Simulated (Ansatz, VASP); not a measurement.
CdSe in VASP and in Ansatz

```
Cd Se
1.0
     3.95452    0.00000    0.00000
    -1.97726    3.42472    0.00000
     0.00000    0.00000    6.57106
Cd Se
2 2
Direct
  0.00000 0.00000 0.00000
  0.00000 0.00000 0.50000
  0.33333 0.66667 0.25000
  0.66667 0.33333 0.75000
```

Alike in both runs: functional PBE; k mesh 10 × 10 × 6; occupations fermi-dirac, width 0.05 eV; no spin polarisation.

Ansatz relaxed the structure, and its values are those at the end. VASP's run is a single point on that final structure, the one shown.

```csv
,VASP,Ansatz
version,VASP 6.6.1,Ansatz 0.2.0
potentials or method,"VASP PAW PBE potentials, release 64 (Cd, Se)","PAW with Ansatz's default frozen-core files, scalar-relativistic"
plane-wave cutoff (eV),520,420
valence electrons in the cell,36,72
```

|  | VASP | Ansatz | Ansatz less VASP |
| --- | --- | --- | --- |
| pressure (GPa) | 5.7 | 5.2 | -0.45 |

With one functional, cell and mesh, what is left measures potentials, basis and numerics. The two sets of potentials don't hold the same shells in valence.
